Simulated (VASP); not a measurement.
**VASP inputs for Si (strained diamond)**

INCAR

```
NELM = 120
IBRION = -1
LASPH = .TRUE.
ISIF = 2
PREC = Accurate
ENCUT = 520
EDIFF = 1E-7
LCHARG = .TRUE.
LWAVE = .FALSE.
ALGO = Normal
METAGGA = R2SCAN
LELF = .TRUE.
NSW = 0
ISMEAR = 0
NBANDS = 11
SIGMA = 0.01
LREAL = .FALSE.
```

KPOINTS

```
KPOINTS created by Atomic Simulation Environment
0
Gamma
8 8 8
0 0 0
```

KPOINTS_OPT

```
special points
7
Reciprocal
0.0000000000 0.0000000000 0.0000000000 1
0.5000000000 0.0000000000 0.5000000000 1
0.6250000000 0.2500000000 0.6250000000 1
0.3750000000 0.3750000000 0.7500000000 1
0.5000000000 0.5000000000 0.5000000000 1
0.5000000000 0.2500000000 0.7500000000 1
0.0000000000 0.4270830000 0.4270830000 1
```

POSCAR

```
Si
 1.0000000000000000
     0.0000000000000000    2.6404553287999999    2.6404553287999999
     2.6404553287999999    0.0000000000000000    2.6404553287999999
     2.6404553287999999    2.6404553287999999    0.0000000000000000
 Si
   2
Cartesian
  0.0000000000000000  0.0000000000000000  0.0000000000000000
  1.3202276643999999  1.3202276643999999  1.3202276643999999
```

VASP ran with the recommended PBE PAW datasets (8 valence electrons in the cell).

Predict the results.

gap between bands v and c 0.61 eV; least direct gap 2.79 eV; pressure 10.5 GPa.

Band v is the last that the valence electrons fill when counted band by band, and c is the next. Levels in eV from the top of v:

```json
{"point": "Γ", "v−1": "0.00", "v": "0.00", "c": "2.79", "c+1": "2.79"}
{"point": "X", "v−1": "-3.25", "v": "-3.25", "c": "0.75", "c+1": "0.75"}
{"point": "K", "v−1": "-4.91", "v": "-2.76", "c": "1.31", "c+1": "4.53"}
{"point": "L", "v−1": "-1.35", "v": "-1.35", "c": "2.21", "c+1": "3.53"}
{"point": "W", "v−1": "-4.41", "v": "-4.41", "c": "4.59", "c+1": "4.59"}
```
